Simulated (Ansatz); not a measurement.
## Structure types of Sn compared at 370 GPa

Structure types of Sn are relaxed in primitive cells with their symmetry kept at 370 GPa, on PAW files; LAPW relaxes the small cells further and takes the PAW cell for the others (marked *). The enthalpy is E + pV at zero temperature, without zero-point motion. Only the types listed were tried, and differences under about 5 meV/atom are mesh noise. Not among the end structures: fcc, which may lie lower.

Computed with Ansatz 0.2.0; functional PBE, scalar-relativistic. Settings: Fermi–Dirac smearing of 0.1 eV, no spin polarisation. Methods: LAPW: all electrons, basis error target 0.5 meV/atom; PAW: frozen-core files, cutoff 420 eV.

k meshes: bcc 19×19×19, hcp 17×17×10, dhcp 14×14×4, simple hexagonal 18×18×17, diamond 14×14×14.

Spin–orbit coupling is left out, which matters for the heavy atoms.

Q: Order the types by LAPW enthalpy, lowest first.
A. hcp
B. bcc
C. dhcp
D. diamond
E. simple hexagonal

A: A (0 meV/atom), B (30 meV/atom), C (127 meV/atom), E (797 meV/atom), D (7868 meV/atom).

| start type | ends as | a, b, c (Å) | V (Å³/atom) | H − H(lowest), LAPW (meV/atom) | same, PAW |
| --- | --- | --- | --- | --- | --- |
| bcc | bcc, Im-3m | 2.827, 2.827, 2.827 | 11.29 | 30.3 | 28.5 |
| hcp | hcp, P6_3/mmc | 2.524, 2.524, 4.089 | 11.28 | 0.0 | 0.0 |
| dhcp* | dhcp, P6_3/mmc | 2.521, 2.521, 8.222 | 11.31 | 127.4 | 127.6 |
| simple hexagonal | simple hexagonal, P6/mmm | 2.422, 2.422, 2.268 | 11.52 | 797.5 | 793.7 |
| diamond | diamond, Fd-3m | 4.766, 4.766, 4.766 | 13.54 | 7867.5 | 7864.9 |

Q: Split the lead of hcp over bcc into energy and pV.

A: For bcc less hcp: ΔE = -4.9 meV/atom, and p·ΔV = 370 GPa × +0.0152 Å³ × 6.242 meV/(GPa·Å³) = +35.2 meV/atom, together 30.3 meV/atom. hcp wins by its smaller volume, against the internal energy.
